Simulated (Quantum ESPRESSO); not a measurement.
# CoPdO2 (R-3m) in Quantum ESPRESSO: further runs

The runs below take CoPdO2 through band structure, with PBEsol, LDA.

All numbers are computed with Quantum ESPRESSO 7.5; they aren't measurements. Logs are shortened: lines on timing, memory, paths and dates and some standing lists are left out, and cuts for length are marked.

### Step 1. The crystal as given

The structure is trigonal, space group R-3m (No. 166). Conventional cell: a = 2.863 Å, b = 2.863 Å, c = 17.873 Å, α = 90.00°, β = 90.00°, γ = 120.00°. Pd (site symmetry -3m) has 2 O at 2.01 Å as nearest neighbours. Co (site symmetry -3m) has 6 O at 1.92 Å as nearest neighbours. O (site symmetry 3m) has 3 Co at 1.92 Å and 1 Pd at 2.01 Å as nearest neighbours.

The cell is a database's computed one.

### Step 2. Band structure, PBEsol, collinear spin, ferromagnetic start

pw.in

```
&CONTROL
  calculation = 'scf'
  prefix = 'pwscf'
  outdir = './tmp'
  pseudo_dir = './pseudo'
  tprnfor = .true.
  tstress = .true.
  disk_io = 'low'
/
&SYSTEM
  ibrav = 0
  celldm(1) = 8
  nat = 4
  ntyp = 3
  ecutwfc = 56
  ecutrho = 448
  nbnd = 34
  occupations = 'smearing'
  smearing = 'fd'
  degauss = 0.00367493
  nspin = 2
  starting_magnetization(1) = 0
  starting_magnetization(2) = 0.1176
  starting_magnetization(3) = 0
/
&ELECTRONS
  conv_thr = 8d-10
  electron_maxstep = 120
  mixing_beta = 0.3
/
ATOMIC_SPECIES
Pd   106.4200 pd_pbesol_v1.4.uspp.F.UPF
Co    58.9332 co_pbesol_v1.2.uspp.F.UPF
O     15.9990 o_pbesol_v1.2.uspp.F.UPF
CELL_PARAMETERS alat
  0.3381877275471   0.1952527755280   1.4073195740359
 -0.3381877275471   0.1952527755280   1.4073195740359
  0.0000000000000  -0.3905055510561   1.4073195740359
ATOMIC_POSITIONS crystal
Pd     0.0000000000    0.0000000000    0.0000000000
Co     0.5000000000    0.5000000000    0.5000000000
O      0.1124760000    0.1124760000    0.1124760000
O      0.8875240000    0.8875240000    0.8875240000
K_POINTS automatic
11 11 11 0 0 0
```

bands.in

```
&CONTROL
  calculation = 'bands'
  prefix = 'pwscf'
  outdir = './tmp'
  pseudo_dir = './pseudo'
  disk_io = 'low'
  verbosity = 'high'
/
&SYSTEM
  ibrav = 0
  celldm(1) = 8
  nat = 4
  ntyp = 3
  ecutwfc = 56
  ecutrho = 448
  nbnd = 34
  occupations = 'smearing'
  smearing = 'fd'
  degauss = 0.00367493
  nspin = 2
  starting_magnetization(1) = 0
  starting_magnetization(2) = 0.1176
  starting_magnetization(3) = 0
/
&ELECTRONS
  conv_thr = 1d-08
  electron_maxstep = 120
  mixing_beta = 0.3
  diago_full_acc = .true.
  startingwfc = 'random'
/
ATOMIC_SPECIES
Pd   106.4200 pd_pbesol_v1.4.uspp.F.UPF
Co    58.9332 co_pbesol_v1.2.uspp.F.UPF
O     15.9990 o_pbesol_v1.2.uspp.F.UPF
CELL_PARAMETERS alat
  0.3381877275471   0.1952527755280   1.4073195740359
 -0.3381877275471   0.1952527755280   1.4073195740359
  0.0000000000000  -0.3905055510561   1.4073195740359
ATOMIC_POSITIONS crystal
Pd     0.0000000000    0.0000000000    0.0000000000
Co     0.5000000000    0.5000000000    0.5000000000
O      0.1124760000    0.1124760000    0.1124760000
O      0.8875240000    0.8875240000    0.8875240000
K_POINTS crystal
60
 0.0000000000  0.0000000000  0.0000000000 1
 0.0555555556  0.0000000000  0.0000000000 1
 0.1111111111  0.0000000000  0.0000000000 1
 0.1666666667  0.0000000000  0.0000000000 1
 0.2222222222  0.0000000000  0.0000000000 1
 0.2777777778  0.0000000000  0.0000000000 1
 0.3333333333  0.0000000000  0.0000000000 1
 0.3888888889  0.0000000000  0.0000000000 1
 0.4444444444  0.0000000000  0.0000000000 1
 0.5000000000  0.0000000000  0.0000000000 1
 0.5000000000  0.0358998714 -0.0358998714 1
 0.5000000000  0.0717997428 -0.0717997428 1
 0.5000000000  0.1076996142 -0.1076996142 1
 0.5000000000  0.1435994857 -0.1435994857 1
 0.5000000000  0.1794993571 -0.1794993571 1
 0.8205006429  0.5000000000  0.1794993571 1
 0.7884505786  0.5000000000  0.2115494214 1
 0.7564005143  0.5000000000  0.2435994857 1
 0.7243504501  0.5000000000  0.2756495499 1
 0.6923003858  0.5000000000  0.3076996142 1
 0.6602503215  0.5000000000  0.3397496785 1
 0.6282002572  0.5000000000  0.3717997428 1
 0.5961501929  0.5000000000  0.4038498071 1
 0.5641001286  0.5000000000  0.4358998714 1
 0.5320500643  0.5000000000  0.4679499357 1
 0.5000000000  0.5000000000  0.5000000000 1
 0.3333333333  0.3333333333  0.3333333333 1
 0.1666666667  0.1666666667  0.1666666667 1
 0.0000000000  0.0000000000  0.0000000000 1
 0.0308863344  0.0000000000 -0.0308863344 1
 0.0617726688  0.0000000000 -0.0617726688 1
 0.0926590032  0.0000000000 -0.0926590032 1
 0.1235453376  0.0000000000 -0.1235453376 1
 0.1544316721  0.0000000000 -0.1544316721 1
 0.1853180065  0.0000000000 -0.1853180065 1
 0.2162043409  0.0000000000 -0.2162043409 1
 0.2470906753  0.0000000000 -0.2470906753 1
 0.2779770097  0.0000000000 -0.2779770097 1
 0.3088633441  0.0000000000 -0.3088633441 1
 0.3397496785  0.0000000000 -0.3397496785 1
 0.6602503215  0.3397496785  0.0000000000 1
 0.6282002572  0.3717997428  0.0000000000 1
 0.5961501929  0.4038498071  0.0000000000 1
 0.5641001286  0.4358998714  0.0000000000 1
 0.5320500643  0.4679499357  0.0000000000 1
 0.5000000000  0.5000000000  0.0000000000 1
 0.6602503215  0.6602503215  0.1794993571 1
 0.6442252893  0.6442252893  0.2115494214 1
 0.6282002572  0.6282002572  0.2435994857 1
 0.6121752250  0.6121752250  0.2756495499 1
 0.5961501929  0.5961501929  0.3076996142 1
 0.5801251607  0.5801251607  0.3397496785 1
 0.5641001286  0.5641001286  0.3717997428 1
 0.5480750964  0.5480750964  0.4038498071 1
 0.5320500643  0.5320500643  0.4358998714 1
 0.5160250321  0.5160250321  0.4679499357 1
 0.5000000000  0.5000000000  0.5000000000 1
 0.5000000000  0.0000000000  0.0000000000 1
 0.6602503215  0.1698748393  0.1698748393 1
 0.8205006429  0.3397496785  0.3397496785 1
```

Potentials or basis: GBRV 1.5 PBEsol.

The run is started by

```bash
$ OMP_NUM_THREADS=1 mpirun -n 2 pw.x -nk 2 -in pw.in > pw.out
$ OMP_NUM_THREADS=1 mpirun -n 2 pw.x -nk 2 -in bands.in > bands.out
```

pw.out:

```text
This program is part of the open-source Quantum ESPRESSO suite
     for quantum simulation of materials; please cite
         "P. Giannozzi et al., J. Phys.:Condens. Matter 21 395502 (2009);
         "P. Giannozzi et al., J. Phys.:Condens. Matter 29 465901 (2017);
         "P. Giannozzi et al., J. Chem. Phys. 152 154105 (2020);
     in publications or presentations arising from this work. More details at

     Message from routine setup:
     using ibrav=0 with symmetry is DISCOURAGED, use correct ibrav instead

     K-points division:     npool     =       2
     Subspace diagonalization in iterative solution of the eigenvalue problem:
     a serial algorithm will be used

     G-vector sticks info
     --------------------
     sticks:   dense  smooth     PW     G-vecs:    dense   smooth      PW
     Sum        2203    1087    377                45807    16115    3199

     Using Slab Decomposition

     bravais-lattice index     =            0
     lattice parameter (alat)  =       8.0000  a.u.
     unit-cell volume          =     285.4756 (a.u.)^3
     number of atoms/cell      =            4
     number of atomic types    =            3
     number of electrons       =        45.00
     number of Kohn-Sham states=           34
     kinetic-energy cutoff     =      56.0000  Ry
     charge density cutoff     =     448.0000  Ry
     scf convergence threshold =      8.0E-10
     mixing beta               =       0.3000
     number of iterations used =            8  plain     mixing
     Exchange-correlation= SLA  PW   PSX  PSC
                           (   1   4  10   8   0   0   0)

     celldm(1)=   8.000000  celldm(2)=   0.000000  celldm(3)=   0.000000
     celldm(4)=   0.000000  celldm(5)=   0.000000  celldm(6)=   0.000000

     crystal axes: (cart. coord. in units of alat)
               a(1) = (   0.338188   0.195253   1.407320 )
               a(2) = (  -0.338188   0.195253   1.407320 )
               a(3) = (   0.000000  -0.390506   1.407320 )

     reciprocal axes: (cart. coord. in units 2 pi/alat)
               b(1) = (  1.478469  0.853594  0.236857 )
               b(2) = ( -1.478469  0.853594  0.236857 )
               b(3) = ( -0.000000 -1.707189  0.236857 )

     PseudoPot. # 1 for Pd read from file:
     pd_pbesol_v1.4.uspp.F.UPF
     Pseudo is Ultrasoft + core correction, Zval = 16.0
     Generated by new atomic code, or converted to UPF format
     Using radial grid of  887 points,  6 beta functions with:
                l(1) =   0
                l(2) =   0
                l(3) =   1
                l(4) =   1
                l(5) =   2
                l(6) =   2
     Q(r) pseudized with  8 coefficients,  rinner =    1.130   1.130   1.130
                                                       1.130   1.130

     PseudoPot. # 2 for Co read from file:
     co_pbesol_v1.2.uspp.F.UPF
     Pseudo is Ultrasoft + core correction, Zval = 17.0
     Generated by new atomic code, or converted to UPF format
     Using radial grid of  863 points,  6 beta functions with:
                l(1) =   0
                l(2) =   0
                l(3) =   1
                l(4) =   1
                l(5) =   2
                l(6) =   2
     Q(r) pseudized with  8 coefficients,  rinner =    1.200   1.200   1.200
                                                       1.200   1.200

     PseudoPot. # 3 for O  read from file:
     o_pbesol_v1.2.uspp.F.UPF
     Pseudo is Ultrasoft + core correction, Zval =  6.0
     Generated by new atomic code, or converted to UPF format
     Using radial grid of  737 points,  5 beta functions with:
                l(1) =   0
                l(2) =   0
                l(3) =   1
                l(4) =   1
                l(5) =   2
     Q(r) pseudized with  8 coefficients,  rinner =    0.900   0.900   0.900
                                                       0.900   0.900

     atomic species   valence    mass     pseudopotential
     Pd               16.00   106.42000     Pd( 1.00)
     Co               17.00    58.93320     Co( 1.00)
     O                 6.00    15.99900     O ( 1.00)

     Starting magnetic structure
     atomic species   magnetization
     Pd              0.000
     Co              0.118
     O               0.000

     12 Sym. Ops., with inversion, found

   Cartesian axes

     site n.     atom                  positions (alat units)
         1        Pd     tau(   1) = (   0.0000000   0.0000000   0.0000000  )
         2        Co     tau(   2) = (   0.0000000  -0.0000000   2.1109794  )
         3        O      tau(   3) = (   0.0000000  -0.0000000   0.4748690  )
         4        O      tau(   4) = (   0.0000000  -0.0000000   3.7470897  )

     number of k points=   146  Fermi-Dirac smearing, width (Ry)=  0.0037

     Number of k-points >= 100: set verbosity='high' to print them.

     Dense  grid:    45807 G-vectors     FFT dimensions: (  80,  80,  80)

     Smooth grid:    16115 G-vectors     FFT dimensions: (  60,  60,  60)

     Check: negative core charge=   -0.000012
     Generating pointlists ...
     new r_m :   0.1959 (alat units)  1.5671 (a.u.) for type    1
     new r_m :   0.1867 (alat units)  1.4936 (a.u.) for type    2
     new r_m :   0.1867 (alat units)  1.4936 (a.u.) for type    3

     Initial potential from superposition of free atoms

     starting charge      43.5000, renormalised to      45.0000

     negative rho (up, down):  3.811E-02 3.811E-02
     Starting wfcs are   33 randomized atomic wfcs +    1 random wfcs

     Self-consistent Calculation

     iteration #  1     ecut=    56.00 Ry     beta= 0.30
     Davidson diagonalization with overlap
     ethr =  1.00E-02,  avg # of iterations =  4.9

     negative rho (up, down):  3.741E-02 3.746E-02

     total energy              =    -558.60227571 Ry
     estimated scf accuracy    <       8.94141267 Ry

     total magnetization       =     1.44 Bohr mag/cell
     absolute magnetization    =     1.79 Bohr mag/cell

     iteration #  2     ecut=    56.00 Ry     beta= 0.30
     Davidson diagonalization with overlap
     ethr =  1.00E-02,  avg # of iterations =  2.3

     negative rho (up, down):  3.805E-02 3.809E-02

     total energy              =    -559.53267080 Ry
     estimated scf accuracy    <      17.01574164 Ry

     total magnetization       =     2.81 Bohr mag/cell
     absolute magnetization    =     2.83 Bohr mag/cell

     iteration #  3     ecut=    56.00 Ry     beta= 0.30
     Davidson diagonalization with overlap
     ethr =  1.00E-02,  avg # of iterations =  2.0

     negative rho (up, down):  3.818E-02 3.822E-02

     total energy              =    -560.86821574 Ry
     estimated scf accuracy    <       4.22507308 Ry

     total magnetization       =     0.43 Bohr mag/cell
     absolute magnetization    =     0.58 Bohr mag/cell

     iteration #  4     ecut=    56.00 Ry     beta= 0.30
     Davidson diagonalization with overlap
     ethr =  9.39E-03,  avg # of iterations =  1.0

     negative rho (up, down):  3.827E-02 3.831E-02

     total energy              =    -561.23320896 Ry
     estimated scf accuracy    <       0.97898873 Ry
[... 148 lines left out ...]
     iteration # 17     ecut=    56.00 Ry     beta= 0.30
     Davidson diagonalization with overlap
     ethr =  6.87E-10,  avg # of iterations =  1.0

     negative rho (up, down):  3.857E-02 3.857E-02

     total energy              =    -561.34227432 Ry
     estimated scf accuracy    <       0.00000004 Ry

     total magnetization       =     0.00 Bohr mag/cell
     absolute magnetization    =     0.00 Bohr mag/cell

     iteration # 18     ecut=    56.00 Ry     beta= 0.30
     Davidson diagonalization with overlap
     ethr =  8.75E-11,  avg # of iterations =  1.0

     negative rho (up, down):  3.857E-02 3.857E-02

     total energy              =    -561.34227432 Ry
     estimated scf accuracy    <          1.6E-09 Ry

     total magnetization       =     0.00 Bohr mag/cell
     absolute magnetization    =     0.00 Bohr mag/cell

     iteration # 19     ecut=    56.00 Ry     beta= 0.30
     Davidson diagonalization with overlap
     ethr =  3.51E-12,  avg # of iterations =  2.0

     negative rho (up, down):  3.857E-02 3.857E-02

     Magnetic moment per site  (integrated on atomic sphere of radius R)
     atom   1 (R=0.196)  charge= 11.9727  magn=  0.0000
     atom   2 (R=0.187)  charge= 14.1330  magn= -0.0000
     atom   3 (R=0.187)  charge=  5.2610  magn= -0.0000
     atom   4 (R=0.187)  charge=  5.2610  magn= -0.0000

     End of self-consistent calculation

     Number of k-points >= 100: set verbosity='high' to print the bands.

     the Fermi energy is    13.5205 ev

!    total energy              =    -561.34227433 Ry
     estimated scf accuracy    <          2.5E-10 Ry
     smearing contrib. (-TS)   =      -0.00017970 Ry
     internal energy E=F+TS    =    -561.34209463 Ry

     The total energy is F=E-TS. E is the sum of the following terms:
     one-electron contribution =    -282.32830961 Ry
     hartree contribution      =     170.17263547 Ry
     xc contribution           =     -77.68097675 Ry
     ewald contribution        =    -371.50544373 Ry

     total magnetization       =     0.00 Bohr mag/cell
     absolute magnetization    =     0.00 Bohr mag/cell

     convergence has been achieved in  19 iterations

     negative rho (up, down):  3.857E-02 3.857E-02

     Forces acting on atoms (cartesian axes, Ry/au):

     atom    1 type  1   force =     0.00000000   -0.00000000    0.00000000
     atom    2 type  2   force =     0.00000000    0.00000000    0.00000000
     atom    3 type  3   force =    -0.00000000   -0.00000000    0.01332188
     atom    4 type  3   force =    -0.00000000    0.00000000   -0.01332188

     Total force =     0.018840     Total SCF correction =     0.000026

     Computing stress (Cartesian axis) and pressure

     negative rho (up, down):  3.857E-02 3.857E-02
          total   stress  (Ry/bohr**3)                   (kbar)     P=     -101.41
  -0.00068208  -0.00000000   0.00000000         -100.34       -0.00        0.00
   0.00000000  -0.00068208  -0.00000000            0.00     -100.34       -0.00
   0.00000000  -0.00000000  -0.00070389            0.00       -0.00     -103.55

=------------------------------------------------------------------------------=
   JOB DONE.
=------------------------------------------------------------------------------=
```

Run time: 19 min. Hardware: 2 MPI ranks of Intel Xeon Platinum 8488C (Sapphire Rapids), shared host; peak memory 0.76 GiB.

What came out:

* Free energy: -7637.4507 eV
* Pressure: -10.1 GPa
* Largest force: 0.343 eV/Å
* Band gap on the k mesh: none (metal or under the smearing width)
* Net moment: 0.00 μB per cell
* Absolute moment: 0.00 μB per cell
* Valence electrons inside the program's atomic spheres: Pd 11.97; Co 14.13; O 5.26

Forces on the atoms (eV/Å):
```
Pd   0.000  0.000  0.000
Co   0.000  0.000  0.000
O    0.000  0.000  0.343
O    0.000  0.000 -0.343
```

Levels at the corners of the path, in eV from the Fermi level:
Spin up:
```
point  band 19  band 20  band 21  band 22  band 23  band 24  band 25  band 26
    Γ    -1.52    -1.52    -1.28    -1.28    -0.84     2.18     2.18     2.93
    L    -1.16    -0.85    -0.61    -0.19     0.89     1.42     1.76     3.54
   B1    -1.76    -1.11    -0.97    -0.54     0.58     1.43     1.81     7.10
    B    -1.76    -1.11    -0.97    -0.54     0.58     1.43     1.81     7.10
    Z    -1.42    -1.42    -0.61    -0.61    -0.38     1.89     1.89     4.15
    Γ    -1.52    -1.52    -1.28    -1.28    -0.84     2.18     2.18     2.93
    X    -1.76    -1.12    -0.97    -0.52     0.56     1.44     1.77     7.38
    Q    -1.76    -1.12    -0.97    -0.52     0.56     1.44     1.77     7.38
    F    -1.37    -0.85    -0.67    -0.19     0.27     2.07     2.15     3.56
   P1    -1.36    -0.85    -0.67    -0.20     0.37     1.99     2.01     3.52
    Z    -1.42    -1.42    -0.61    -0.61    -0.38     1.89     1.89     4.15
    L    -1.16    -0.85    -0.61    -0.19     0.89     1.42     1.76     3.54
    P    -1.36    -0.85    -0.67    -0.20     0.37     1.99     2.01     3.52
```
Spin down:
```tsv
point	band 19	band 20	band 21	band 22	band 23	band 24	band 25	band 26
Γ	-1.52	-1.52	-1.28	-1.28	-0.84	2.18	2.18	2.93
L	-1.16	-0.85	-0.61	-0.19	0.89	1.42	1.76	3.54
B1	-1.76	-1.11	-0.97	-0.54	0.58	1.43	1.81	7.10
B	-1.76	-1.11	-0.97	-0.54	0.58	1.43	1.81	7.10
Z	-1.42	-1.42	-0.61	-0.61	-0.38	1.89	1.89	4.15
Γ	-1.52	-1.52	-1.28	-1.28	-0.84	2.18	2.18	2.93
X	-1.76	-1.12	-0.97	-0.52	0.56	1.44	1.77	7.38
Q	-1.76	-1.12	-0.97	-0.52	0.56	1.44	1.77	7.38
F	-1.37	-0.85	-0.67	-0.19	0.27	2.07	2.15	3.56
P1	-1.36	-0.85	-0.67	-0.20	0.37	1.99	2.01	3.52
Z	-1.42	-1.42	-0.61	-0.61	-0.38	1.89	1.89	4.15
L	-1.16	-0.85	-0.61	-0.19	0.89	1.42	1.76	3.54
P	-1.36	-0.85	-0.67	-0.20	0.37	1.99	2.01	3.52
```

Caveat: the starting moments collapsed, and a magnetic state may lie lower; semilocal functionals often make such compounds metallic where correlation or magnetic order opens a gap, which also shifts bond lengths. With open d or f shells a metallic result of PBEsol can be an artefact of self-interaction; +U or a hybrid may open a gap.

(Continued in part 2 of 2.)
